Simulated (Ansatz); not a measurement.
# Li2O (Fm-3m): a single-point run

The task is a single-point run on Li2O (Fm-3m). The structure is shown as the input types it.

Method: DFT PBE, scalar-relativistic, plane waves, PAW, in Ansatz 0.2.0.

## (1) The structure to begin with

The structure is cubic, space group Fm-3m (No. 225). Conventional cell: a = 4.619 Å, b = 4.619 Å, c = 4.619 Å, α = 90.00°, β = 90.00°, γ = 90.00°. Li (site symmetry -43m) is surrounded by 4 O at 2.00 Å. O (site symmetry m-3m) is surrounded by 8 Li at 2.00 Å.

Structure file:

```
Li O
1.0
     0.00000    2.30950    2.30950
     2.30950    0.00000    2.30950
     2.30950    2.30950    0.00000
Li O
2 1
Direct
  0.25000 0.25000 0.25000
  0.75000 0.75000 0.75000
  0.00000 0.00000 0.00000
```

## (2) The calculation

Input file input.yaml:

```yaml
crystal:
  lattice:
    - [0.0, 2.3095007135, 2.3095007135]
    - [2.3095007135, 0.0, 2.3095007135]
    - [2.3095007135, 2.3095007135, 0.0]
  atoms:
    - { symbol: Li, position: [0.25, 0.25, 0.25] }
    - { symbol: Li, position: [0.75, 0.75, 0.75] }
    - { symbol: O, position: [0.0, 0.0, 0.0] }
basis:
  ecutwfc: 420
  ecutrho_ratio: 4
kpoints:
  mp_grid: { grid: [8, 8, 8] }
hamiltonian:
  xc: pbe
scf:
  occupations: { method: gaussian, width: 0.05 }
  mixing: { algorithm: anderson, beta: 0.005, ndim: 1 }
  max_iter: 60
output:
  forces: true
  stress: true
```

Run with:

```sh
> ansatz run input.yaml --threads 4 --pin off --max-ram 8192MiB --backend cpu --events-out ev --progress --plain --runs-dir out
```

What happens when this is run?

The run converged and reported no error. That alone doesn't make the input a sound one.

Look at the input: scf.mixing.algorithm is anderson; scf.mixing.beta is 0.005; scf.mixing.ndim is 1. The risk: mixing too weak. The residual crept for many cycles and then fell at once, which so weak a step can't do by itself: the program changed its mixing. Several mixing settings were changed at once, so this run can't tell how much each is to blame.

Run again and compare: delete scf.mixing.algorithm, scf.mixing.beta and scf.mixing.ndim (the default then holds).
